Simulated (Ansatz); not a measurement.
Crystal: MoS2.

```
CELL_PARAMETERS angstrom
3.16900 0.00000 0.00000
-1.58450 2.74443 0.00000
0.00000 0.00000 12.32400
ATOMIC_POSITIONS crystal
Mo 0.66667 0.33333 0.75000
Mo 0.33333 0.66667 0.25000
S 0.66667 0.33333 0.37700
S 0.33333 0.66667 0.87700
S 0.66667 0.33333 0.12300
S 0.33333 0.66667 0.62300
```

Base run:

* Program: Ansatz 0.2.0
* Functional: LDA
* Potentials or basis: Ansatz PAW
* Cutoff: 420 eV (not typed: the program's choice for these potentials)
* k mesh: 10 × 10 × 3
* Occupations: fermi-dirac, width 0.05 eV
* Spin: no spin polarisation
* Hubbard terms: Mo d U = 8 eV

Its results: band gap on the k mesh 0.82 eV, indirect (least direct gap 1.01 eV); pressure -4.3 GPa; largest force 0.534 eV/Å.

Problem. The run is repeated on the same cell with these changes: hubbard terms from Mo d U = 8 eV to Mo d U = 1 eV. What comes out?

Solution. Band gap on the k mesh 0.87 eV, indirect (least direct gap 1.83 eV); pressure -5.7 GPa; largest force 0.485 eV/Å.

Caveats: odd divisions of the mesh miss points on the zone boundary, where band edges often lie, so the gap on the mesh can be too wide; the PAW data sets come from PBE, with cores solved anew for the run's functional, which leaves a small shift of forces and pressure; the density of states is complete only up to the lowest level of the last band computed.

A k mesh can miss the band edges.
